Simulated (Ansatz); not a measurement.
NbC: pressure against volume, fitted

```xyz
2
Lattice="0.0000 2.2000 2.2000 2.2000 0.0000 2.2000 2.2000 2.2000 0.0000" Properties=species:S:1:pos:R:3 pbc="T T T"
Nb    0.0000    0.0000    0.0000
C     2.2000    2.2000    2.2000
```

Atoms are numbered in the order listed.

The conventional cell has a = 4.400 Å, b = 4.400 Å, c = 4.400 Å, α = 90.00°, β = 90.00°, γ = 90.00°. Around Nb (atom 1) lie 6 C at 2.20 Å. C (atom 2) has 6 Nb at 2.20 Å as nearest neighbours.

The cell comes from COD entry 1011323, which wasn't checked; take it as a given geometry. It is an old determination, and later ones may differ.

Spin polarisation is left out, and whether a magnetic state lies lower isn't shown here.

These are results of DFT, PBE, all-electron LAPW, scalar-relativistic in Ansatz 0.2.0, not measurements.

The runs use a Γ-centred 14×14×14 k mesh, Fermi–Dirac smearing of 0.08 eV, basis error target 0.25 meV/atom, no spin polarisation.

The cell is scaled evenly. Fractional coordinates are held (clamped ions).

| V (Å³/atom) | P (GPa) |
| --- | --- |
| 10.014 | 45.75 |
| 10.222 | 36.26 |
| 10.329 | 31.75 |
| 10.435 | 27.45 |
| 10.542 | 23.36 |
| 10.648 | 19.47 |
| 10.754 | 15.77 |
| 10.861 | 12.25 |
| 10.967 | 8.89 |
| 11.074 | 5.70 |
| 11.287 | -0.23 |

Q: Fit a third-order Birch–Murnaghan curve to the pressures.

A: P = (3B0/2)(y^(7/2) − y^(5/2))[1 + (3/4)(B0′ − 4)(y − 1)] with y = (V0/V)^(2/3) fits within 0.01 GPa for V0 = 11.278 Å³/atom, B0 = 300.5 GPa and B0′ = 4.16.

Q: Predict the pressure at the withheld volume, 10.009 Å³/atom.

A: There y = 1.0828, so the fit gives 46.01 GPa; the run gave 46.00 GPa.
